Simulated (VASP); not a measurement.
Te:

```
CELL_PARAMETERS angstrom
2.30590 1.33131 1.69095
-2.30590 1.33131 1.69095
0.00000 -2.66263 1.69095
ATOMIC_POSITIONS crystal
Te 0.50000 0.50000 0.50000
```

This isn't the form of Te at room conditions, which is trigonal, of chains.

| Item | Value |
| --- | --- |
| Program | VASP 6.6.1 |
| Task | relaxation of cell and atoms |
| Functional | revPBE |
| Potentials or basis | VASP PAW PBE potentials, release 64 (Te) |
| Cutoff | 600 eV |
| k mesh | 9 × 9 × 9 |
| Occupations | fermi-dirac, width 0.05 eV |
| Spin | no spin polarisation |

At the start: pressure 3.5 GPa; volume 31.15 Å³/atom.

Problem. How do energy, volume and symmetry change on relaxing?

Solution. Over 9 steps the energy falls by 26.3 meV/atom and the volume is 33.49 Å³/atom (+7.5 %); space group R-3m (No. 166, to 0.05 Å).

The path:
| step | energy change (eV) | largest force (eV/Å) | pressure (GPa) | volume (Å³) |
| --- | --- | --- | --- | --- |
| 1 | 0.0000 | 0.0000 | 3.52 | 31.15 |
| 2 | -0.0167 | 0.0000 | -1.39 | 34.33 |
| 3 | -0.0216 | 0.0000 | 0.00 | 33.23 |
| 4 | -0.0225 | 0.0000 | 0.00 | 33.28 |
| 5 | -0.0247 | 0.0000 | -0.04 | 33.40 |
| 6 | -0.0262 | 0.0000 | -0.15 | 33.60 |
| 7 | -0.0262 | 0.0000 | -0.15 | 33.59 |
| 8 | -0.0260 | 0.0000 | 0.37 | 33.23 |
| 9 | -0.0263 | 0.0000 | 0.00 | 33.49 |

Final structure:
```
CELL_PARAMETERS angstrom
2.30180 1.32895 1.82445
-2.30180 1.32895 1.82445
0.00000 -2.65789 1.82445
ATOMIC_POSITIONS crystal
Te 0.50000 0.50000 0.50000
```

Caveat: the PAW data sets were made with another functional, which shifts forces and pressure a little.
